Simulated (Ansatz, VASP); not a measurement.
One calculation of MgS, two programs

```
Mg S
1.0
     0.00000    2.73173    2.53661
     2.73173    0.00000    2.53661
     2.73173    2.73173    0.00000
Mg S
1 1
Direct
  0.00000 0.00000 0.00000
  0.50000 0.50000 0.50000
```

Change from the starting cell: strain +0.050 along x and y, -0.025 along z, atoms carried along.

Alike in both runs: task single point; functional PBE; k mesh 8 × 8 × 8; occupations gaussian, width 0.05 eV; no spin polarisation.

```csv
,VASP,Ansatz
version,VASP 6.6.1,Ansatz 0.2.0
potentials or method,"VASP PAW PBE potentials, release 64 (Mg, S)","scalar-relativistic, plane waves, PAW"
plane-wave cutoff (eV),520,420
valence electrons in the cell,8,16
```

```csv
,VASP,Ansatz,Ansatz less VASP
gap on the k mesh at the Fermi level (eV),2.36,2.37,+0.018
least direct gap on the mesh (eV),3.06,3.08,+0.013
pressure (GPa),-3.3,-3.0,+0.27
largest component of the traceless stress (GPa),3.89,3.92,+0.035
```

The two sets of potentials don't hold the same shells in valence.

A k mesh can miss the band edges.
